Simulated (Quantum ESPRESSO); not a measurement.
The system is Hf.

```
Hf
1.0
     3.19670    0.00000    0.00000
    -1.59835    2.76842    0.00000
     0.00000    0.00000    5.05780
Hf
2
Direct
  0.66667 0.33333 0.75000
  0.33333 0.66667 0.25000
```

Base run:

| Quantity | Value |
| --- | --- |
| Program | Quantum ESPRESSO 7.5 |
| Functional | PBEsol |
| Potentials or basis | GBRV 1.5 PBEsol |
| Cutoff | 612 eV |
| Density cutoff | 4898 eV |
| k mesh | 10 × 10 × 5 |
| Occupations | fermi-dirac, width 0.05 eV |
| Spin | no spin polarisation |

Its results: band gap on the k mesh none (metal or under the smearing width); pressure -3.9 GPa.

Problem. The run is repeated on the same cell with these changes: functional from PBEsol to LDA; potentials or basis from GBRV 1.5 PBEsol to PseudoDojo 0.4.1 SR LDA standard; cutoff from 612 eV to 789 eV; density cutoff from 4898 eV to 3157 eV. What comes out?

Solution. Band gap on the k mesh none (metal or under the smearing width); pressure -8.9 GPa.

Not every run made on this cell is shown here.
